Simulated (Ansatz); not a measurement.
Br: relaxation of cell and atoms with PBEsol

Br:

```xyz
1
Lattice="-1.2868 1.7200 3.5780 1.2868 -1.7200 3.5780 1.2868 1.7200 -3.5780" Properties=species:S:1:pos:R:3 pbc="T T T"
Br    0.0000    0.0000    0.0000
```

```yaml
Program: Ansatz 0.2.0
Task: relaxation of cell and atoms
Functional: PBEsol
Potentials_or_basis: Ansatz PAW
Cutoff: "420 eV (not typed: the program's choice for these potentials)"
k_mesh: 13 × 13 × 13
Occupations: fermi-dirac, width 0.05 eV
Spin: no spin polarisation
Target_pressure_GPa: 0
```

* Relaxed volume: 30.81 Å³/atom
* Relaxed cell: a = 4.160 Å, b = 4.160 Å, c = 4.160 Å, α = 144.30°, β = 132.20°, γ = 61.06°
* Space group after relaxing (to 0.05 Å): Immm (No. 71)
* Energy gained by relaxing: 3.4 meV/atom
* Ionic steps: 5
* Pressure after relaxing: 0.0 GPa
* Band gap on the k mesh: none (metal or under the smearing width)

The path:
```tsv
step	energy change (eV)	largest force (eV/Å)	volume (Å³)
1	0.0000	0.0000	31.68
2	-0.0031	0.0000	30.92
3	-0.0034	0.0000	30.88
4	-0.0035	0.0000	30.81
5	-0.0034	0.0000	30.81
```

Final structure:
```
CELL_PARAMETERS angstrom
-1.27509 1.68554 3.58345
1.27509 -1.68554 3.58345
1.27509 1.68554 -3.58345
ATOMIC_POSITIONS crystal
Br 0.00000 0.00000 0.00000
```

Levels at points of the mesh, in eV from the Fermi level:
| k point | band 1 | band 2 | band 3 | band 4 | band 5 | band 6 | band 7 |
| --- | --- | --- | --- | --- | --- | --- | --- |
| (0.00, 0.00, 0.00) | -15.99 | -2.01 | -1.10 | 4.10 | 5.18 | 9.09 | 12.30 |

Run time: 17 s on 2 threads of Arm Neoverse V1, on a shared host, peak memory 0.4 GiB.

Caveat: the plane-wave basis is chosen anew once the cell has moved, so the energies of steps on either side of that aren't comparable; an odd number of electrons without spin polarisation forces a metal; a magnetic or distorted state may lie lower; the PAW data sets come from PBE, with cores solved anew for the run's functional, which leaves a small shift of forces and pressure.
